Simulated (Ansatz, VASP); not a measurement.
## One calculation of Al, two programs

```
CELL_PARAMETERS angstrom
2.72176 0.00000 0.00000
0.00000 2.72176 0.00000
0.00000 0.00000 2.72176
ATOMIC_POSITIONS crystal
Al 0.00000 0.00000 0.00000
```

The cell was built by a generator and needn't be a form met in nature.

Alike in both runs: functional LDA; k mesh 6 × 6 × 6; occupations fermi-dirac, width 0.05 eV; no spin polarisation.

|  | VASP | Ansatz |
| --- | --- | --- |
| version | VASP 6.6.1 | Ansatz 0.2.0 |
| potentials or method | VASP PAW LDA potentials, release 64 (Al) | Ansatz PAW |
| plane-wave cutoff (eV) | 520 | 420 |
| valence electrons in the cell | 3 | 3 |
| task | single point | band structure |

|  | VASP | Ansatz | Ansatz less VASP |
| --- | --- | --- | --- |
| gap on the k mesh at the Fermi level (eV) | none | none | - |
| pressure (GPa) | -2.2 | -2.2 | -0.04 |

A gap of «none» marks a metal or a gap that the smearing closes.

Caveats: the k mesh is coarse (spacing up to 0.38 Å⁻¹), so the values aren't converged; the PAW data sets come from PBE, with cores solved anew for the run's functional, which leaves a small shift of forces and pressure (Ansatz).
